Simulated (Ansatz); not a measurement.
# Na (fcc type): a single-point run

Wanted: a converged single-point run for Na (fcc type), and a check of what comes out.

Computed with Ansatz 0.2.0 (DFT, PBE, PAW with Ansatz's default frozen-core files, scalar-relativistic (as first typed), unless a step's input says otherwise).

### Step 1. The system as given

Symmetry: Fm-3m, No. 225, cubic system. Conventional cell: a = 4.333 Å, b = 4.333 Å, c = 4.333 Å, α = 90.00°, β = 90.00°, γ = 90.00°. Around Na (site symmetry m-3m) lie 12 Na at 3.06 Å.

Structure file:

```
CELL_PARAMETERS angstrom
0.00000 2.16630 2.16630
2.16630 0.00000 2.16630
2.16630 2.16630 0.00000
ATOMIC_POSITIONS crystal
Na 0.00000 0.00000 0.00000
```

### Step 2. Input and run

Input file input.yaml:

```yaml
crystal:
  lattice:
    - [0.0, 2.166304739, 2.166304739]
    - [2.166304739, 0.0, 2.166304739]
    - [2.166304739, 2.166304739, 0.0]
  atoms:
    - { symbol: Na, position: [0.0, 0.0, 0.0] }
kpoints:
  mp_grid: { grid: [14, 14, 14] }
scf:
  occupations: { method: fermi_dirac, width: 0.1 }
  max_iter: 60
hamiltonian:
  xc: pbe
  pseudopotentials: { kind: paw }
output:
  forces: true
  stress: true
  eigenvalues: true
  populations: true
basis:
  ecutrho_ratio: 1
```

Run with:

```sh
> ansatz run input.yaml --threads 1 --pin off --max-ram 2048MiB --backend cpu --events-out ev --progress --plain --runs-dir out
```

**Question.** How will this run end, and is anything wrong with its input?

The program finished normally, with warnings (cutoff below recommended). It gives a pressure of 15 GPa, which is large; a structure far from rest gives such values too, whatever the setting.

The suspect setting: basis.ecutrho_ratio is 1. The density grid can't hold the products of the orbitals.

The test: delete basis.ecutrho_ratio (the default then holds).
